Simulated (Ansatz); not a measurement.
**Band structure of Sn**

```
Sn
1.0
     0.00000    3.24560    3.24560
     3.24560    0.00000    3.24560
     3.24560    3.24560    0.00000
Sn
2
Direct
  0.50000 0.50000 0.50000
  0.75000 0.75000 0.75000
```

Atoms are numbered in the order listed.

The conventional cell has a = 6.491 Å, b = 6.491 Å, c = 6.491 Å, α = 90.00°, β = 90.00°, γ = 90.00°. Sn (atom 1) is surrounded by 4 Sn at 2.81 Å.

The cell is COD entry 9008568, as deposited and not checked against the literature; nothing was relaxed.

No spin–orbit coupling, which matters for the heavy atoms here.

Method: Ansatz 0.2.0, DFT, PBE, all-electron LAPW, scalar-relativistic.

The runs use a Γ-centred 9×9×9 k mesh, Fermi–Dirac smearing of 0.03 eV, basis error target 0.25 meV/atom, no spin polarisation.

Points in fractions of the reciprocal vectors of this cell: Γ (0, 0, 0), X (0.5, 0, 0.5), U (0.625, 0.25, 0.625), K (0.375, 0.375, 0.75), L (0.5, 0.5, 0.5), W (0.5, 0.25, 0.75). The path joins them by straight lines in the order Γ–X–U–K–Γ–L–W–X; legs that retrace an earlier one aren't tabulated. Energies are in eV from the Fermi level.

Q: List the levels at W between -8 and 2 eV.

A: -7.43 (×2), -3.02 (×2).

Q: List the levels at U between -8 and 2 eV.

A: -7.89, -7.01, -3.35, -2.08, 1.12.

Q: List the levels at K between -8 and 2 eV.

A: -7.89, -7.01, -3.35, -2.08, 1.12.

Q: What is the band gap?

A: None at this level of theory (metallic, semimetallic, or a small gap that the functional closes).
